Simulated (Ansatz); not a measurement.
# Cr: a tetragonal deformation path

An exercise on one series of results from a longer session: the logs are not shown, and one member is left open.

Computed with Ansatz 0.2.0 (DFT PBEsol, scalar-relativistic, plane waves, PAW, unless a step's input says otherwise).

**The starting structure**

Symmetry: Im-3m, No. 229, cubic system. Conventional cell: a = 2.884 Å, b = 2.884 Å, c = 2.884 Å, α = 90.00°, β = 90.00°, γ = 90.00°. Cr (site symmetry m-3m) has 8 Cr at 2.50 Å in its first shell of neighbours.

Coordinates:

```
Cr
1.0
    -1.44195    1.44195    1.44195
     1.44195   -1.44195    1.44195
     1.44195    1.44195   -1.44195
Cr
1
Direct
  0.00000 0.00000 0.00000
```

The structure comes from the Crystallography Open Database.

The first run:

input.yaml

```yaml
crystal:
  lattice:
    - [-1.44195, 1.44195, 1.44195]
    - [1.44195, -1.44195, 1.44195]
    - [1.44195, 1.44195, -1.44195]
  atoms:
    - { symbol: Cr, position: [0.0, 0.0, 0.0], spin: 3.0 }
basis:
  ecutwfc: 420
kpoints:
  mp_grid: { grid: [8, 8, 8] }
hamiltonian:
  xc: pbesol
scf:
  occupations: { method: gaussian, width: 0.1 }
  lower_state_search: "off"
output:
  forces: true
  stress: true
  eigenvalues: true
  populations: true
magnetization:
  spin_polarized: true
```

On the command line:

```bash
$ ansatz run input.yaml --threads 1 --pin off --max-ram 2560MiB --backend cpu --events-out ev --progress --plain --runs-dir out
```

Among the steps run: Quick check of gap, pressure and forces; Zero of the scan; Point ρ = 0.707; ρ = 1.414; At ρ = 0.850; ρ = 1.200; At ρ = 0.780; Point ρ = 1.300; ρ = 0.920; At ρ = 1.100; Point ρ = 0.650; Point ρ = 1.500; Point ρ = 0.960; At ρ = 1.050.

One table of the session follows, with a row left open; its other results are not shown here.

| ρ | ΔE (meV/atom) | pressure (GPa) |
| --- | --- | --- |
| 0.650 | 664.3 | 1.0 |
| 0.707 | 482.0 | -5.0 |
| 0.780 | 338.6 | -10.2 |
| 0.850 | 192.7 | -13.7 |
| 0.920 | 55.4 | -16.5 |
| 0.960 | 13.3 | -17.4 |
| 1.000 | 0.0 | -17.6 |
| 1.050 | ? | ? |
| 1.100 | 66.7 | -16.3 |
| 1.200 | 205.4 | -13.6 |
| 1.300 | 321.2 | -11.5 |
| 1.414 | 373.6 | -10.7 |
| 1.500 | 351.3 | -11.0 |

Q: Estimate the row for ρ = 1.050 from the others.

Worked estimate for «ΔE (meV/atom)». A straight line through the neighbours (1.000, 0.0) and (1.100, 66.7) gives 0.0 + (66.7 − 0.0) × (1.050 − 1.000) / (1.100 − 1.000) = 33.4; a parabola fitted to 4 rows on both sides gives 23.8.

**Answer.** ΔE (meV/atom): 18.3; pressure (GPa): -17.3. In «ΔE (meV/atom)» the line misses by +15.1 and the parabola by +5.5.

To keep in mind: Warnings in the runs' records: seeded moment not kept, filled band counts differ across k points.
